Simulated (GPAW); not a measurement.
Runs of GPAW 26.7.0 on Au. It takes space group P6_3/mmc (No. 194, hexagonal). The conventional cell has a = 2.900 Å, b = 2.900 Å, c = 4.880 Å, α = 90.00°, β = 90.00°, γ = 120.00°. Au (site symmetry -6m2) is surrounded by 12 Au at 2.90 to 2.96 Å. This isn't the form of Au at room conditions, which is fcc.

```csv
level,gap on the mesh (eV),pressure (GPa),relaxed volume (Å³/atom)
PBEsol+D3(BJ)+ATM,none,-0.1,16.88
PBEsol+D3(BJ),none,-0.1,16.74
PBEsol+D4,none,-0.1,16.97
PBEsol+D3,none,-0.1,(b)
PBEsol,none,-0.1,(a)
```

Alike in all rows: task relaxation of cell and atoms; potentials or basis PAW data sets generated in the run's folder for this functional, pw; no spin polarisation; cell relaxed; k mesh 9 × 9 × 5; cutoff (eV) 600; smearing fermi-dirac 0.05 eV.

Fill in the values left out.

(a) 17.30; (b) 16.81.

Caveats: with this Au data set, volumes or pressures lay over 1.5 % or 2 GPa off other programs in two to four cells of ten; later steps reuse the first step's grids; pairwise dispersion overbinds metals, which lowers pressure and volume (some runs).

A k mesh can miss the band edges, and the runs leave out spin-orbit coupling on Au.

A gap of «none» marks a metal or a gap under the smearing width.
